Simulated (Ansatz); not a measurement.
Input and command of a calculation in Ansatz (plane waves; scalar-relativistic PAW potentials unless the input names others):

```yaml
crystal:
  lattice:
    - [2.7745609226, 1.6018934955, 2.3460535783]
    - [-2.7745609226, 1.6018934955, 2.3460535783]
    - [0.0, -3.2037869911, 2.3460535783]
  atoms:
    - { symbol: Ba, position: [0.0026800181, 0.0026800181, 0.0026800181] }
    - { symbol: Ti, position: [0.5127992509, 0.5127992509, 0.5127992509] }
    - { symbol: O, position: [0.4903227049, 0.4903227049, 0.9825753212] }
    - { symbol: O, position: [0.4903227049, 0.9825753212, 0.4903227049] }
    - { symbol: O, position: [0.9825753212, 0.4903227049, 0.4903227049] }
basis:
  ecutwfc: "20 eV"
kpoints:
  mp_grid: { grid: [6, 6, 6] }
hamiltonian:
  xc: pbe
  hubbard: { sites: [{ species: Ti, l: d, u_eff: 4.0 }] }
scf:
  occupations: { method: gaussian, width: 0.05 }
  max_iter: 80
output:
  forces: true
  eigenvalues: true
  stress: true
```

```bash
ansatz run input.yaml --threads 2 --pin off --max-ram 5120MiB --backend cpu --events-out ev --progress --plain --runs-dir out
```

**Question.** What is wrong with this input?

**Answer.** The program refuses it, because of a cutoff far too low (basis.ecutwfc: 420 → "20 eV"). With the sound run's settings it is accepted.

Abridged log:
```
Error: inconsistent input (basis.ecutwfc, kpoints): the smallest per-k basis holds n_pw = 8 plane waves (k-point 29, counted from 0 among those solved) but the deck needs at least 21 band(s) per channel, and no run solves more bands than the smallest per-k basis has plane waves; raise basis.ecutwfc until the smallest per-k basis, which caps the automatic band count, holds at least 21 plane waves
```